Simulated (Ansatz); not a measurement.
# O, a cell with a point defect

```yaml
crystal:
  lattice:
    - [0.00817, 2.68470, 2.68173]
    - [2.69912, -0.00573, 2.69563]
    - [2.69694, 2.69643, -0.00356]
  atoms:
    - { symbol: O, position: [0.26378, 0.24096, 0.24891] }
    - { symbol: O, position: [0.74665, 0.75277, 0.75927] }
```

The numbers come from plane-wave PAW DFT (Ansatz): a composed functional ({exchange: {rpbe: 0.12, b88: 0.88}, correlation: pbe}), no spin polarisation, 420 eV, 6×6×6 (shifted by 0, 0.5, 0.5 steps) k points, fermi-dirac occupations (width 0.1 eV). Nothing was relaxed.

Task: Describe some of the short contacts.

Result: O–O at 2.63 Å: least valence density 0.11 e/Å³ and ELF 0.09 there. Both are smooth PAW fields, read partly inside the augmentation spheres.

Task: What does the stress say?

Result: The pressure is -15.1 GPa (compression positive), so with the atoms held at these fractions the cell would first shrink.

Task: Is there a gap?

Result: It is a metal, with about 4.9 states/eV a cell as the mean within 0.25 eV of the Fermi level, mostly O p (100 %).

Task: Which atom feels the largest force, and which way?

Result: The largest is on O1 (and as large on other atoms): 0.22 eV/Å, components (-0.21, 0.06, 0.05). It makes 21° with the line to a nearest neighbour, O2 at 2.63 Å, pointing towards it.

Origin: a cell with a point defect, so it need not be a known compound. Caveats: many states at the Fermi level without spin polarisation, so a magnetic state may lie lower; the Fermi level lies in a narrow band between gaps, which spin or distortion may split; the k mesh is coarse if the cell is a metal; forces of this functional can be a tenth off on these datasets; atoms or cell far from equilibrium.
